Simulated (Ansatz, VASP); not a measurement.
**NiO: VASP beside Ansatz**

```
CELL_PARAMETERS angstrom
0.00000 2.05288 2.05288
2.05288 0.00000 2.05288
2.05288 2.05288 0.00000
ATOMIC_POSITIONS crystal
Ni 0.00000 0.00000 0.00000
O 0.50000 0.50000 0.50000
```

Alike in both runs: functional PBEsol; k mesh 8 × 8 × 8; occupations gaussian, width 0.1 eV; collinear spin.

Ansatz relaxed the structure, and its values are those at the end. VASP's run is a single point on that final structure, the one shown.

|  | VASP | Ansatz |
| --- | --- | --- |
| version | VASP 6.6.1 | Ansatz 0.2.0 |
| potentials or method | VASP PAW PBE potentials, release 64 (Ni, O) | scalar-relativistic, plane waves, PAW |
| plane-wave cutoff (eV) | 520 | 420 |
| valence electrons in the cell | 16 | 24 |

Ansatz gave:

```
gap on the k mesh at the Fermi level (eV)                     : none
pressure (GPa)                                                : -0.2
net moment per atom (μB)                                      : 0.49
size of the moment on the site where the two differ most (μB) : 0.81
```

Task: Which values does VASP return?

Result: gap on the k mesh at the Fermi level (eV): none; pressure (GPa): -0.9; net moment per atom (μB): 0.39; size of the moment on the site where the two differ most (μB): 0.66.

Site moments also hang on the region over which each program counts them. A gap of «none» marks a metal or a gap that the smearing closes. The functional is the same, so the differences come from potentials, cutoffs and numerics. The two sets of potentials don't hold the same shells in valence.

Caveats: the PAW data sets were made with another functional, which shifts forces and pressure a little (VASP); a cell with one magnetic atom can't hold antiferromagnetic order, which such compounds often take; semilocal functionals often make such compounds metallic where correlation or magnetic order opens a gap, which also shifts bond lengths.
